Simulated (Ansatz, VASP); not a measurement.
**One calculation of TiTe2, two programs**

The input INCAR:

```
PREC = Accurate
ENCUT = 520
EDIFF = 1E-6
ISMEAR = 0
SIGMA = 0.1
LREAL = F
LASPH = T
NELM = 60
ALGO = Normal
ISIF = 2
LWAVE = F
LCHARG = F
GGA = PE
IVDW = 12
NBANDS = 19
```

The input KPOINTS:

```
regular mesh
0
Gamma
  6 6 4
```

The input POSCAR:

```
TiTe2
1.0
    3.7770000000      0.0000000000      0.0000000000
   -1.8885000000      3.2709779501      0.0000000000
    0.0000000000      0.0000000000      6.4980000000
Ti Te
1 2
Direct
    0.0000000000      0.0000000000      0.0000000000
    0.6666666667      0.3333333333      0.2628000000
    0.3333333333      0.6666666667      0.7372000000
```

Input for Ansatz:

```yaml
crystal:
  lattice:
    - [3.777, 0.0, 0.0]
    - [-1.8885, 3.2709779501, 0.0]
    - [0.0, 0.0, 6.498]
  atoms:
    - { symbol: Ti, position: [0.0, 0.0, 0.0] }
    - { symbol: Te, position: [0.6666666667, 0.3333333333, 0.2628] }
    - { symbol: Te, position: [0.3333333333, 0.6666666667, 0.7372] }
basis:
  ecutwfc: 420
kpoints:
  mp_grid: { grid: [6, 6, 4] }
hamiltonian:
  xc: pbe
  dispersion: d3bj
scf:
  occupations: { method: gaussian, width: 0.1 }
output:
  forces: true
  stress: true
  eigenvalues: true
```

Alike in both runs: task single point; functional PBE; dispersion D3(BJ); k mesh 6 × 6 × 4; occupations gaussian, width 0.1 eV; no spin polarisation.

|  | VASP | Ansatz |
| --- | --- | --- |
| version | VASP 6.6.1 | Ansatz 0.2.0 |
| potentials or method | VASP PAW PBE potentials, release 64 (Ti_sv, Te) | scalar-relativistic, plane waves, PAW |
| plane-wave cutoff (eV) | 520 | 420 |
| valence electrons in the cell | 24 | 44 |

Ansatz gave:

* gap on the k mesh at the Fermi level (eV): none
* pressure (GPa): -2.1
* largest component of the traceless stress (GPa): 0.09
* rms of the force components (eV/Å): 0.015

Q: Estimate VASP's values.

A: gap on the k mesh at the Fermi level (eV): none; pressure (GPa): -2.3; largest component of the traceless stress (GPa): 0.09; rms of the force components (eV/Å): 0.009.

Atom by atom the forces differ by 0.006 eV/Å (rms over components). A gap of «none» marks a metal or a gap that the smearing closes. The two sets of potentials don't hold the same shells in valence.

The runs have no spin-orbit coupling, so splittings on Te are missing.
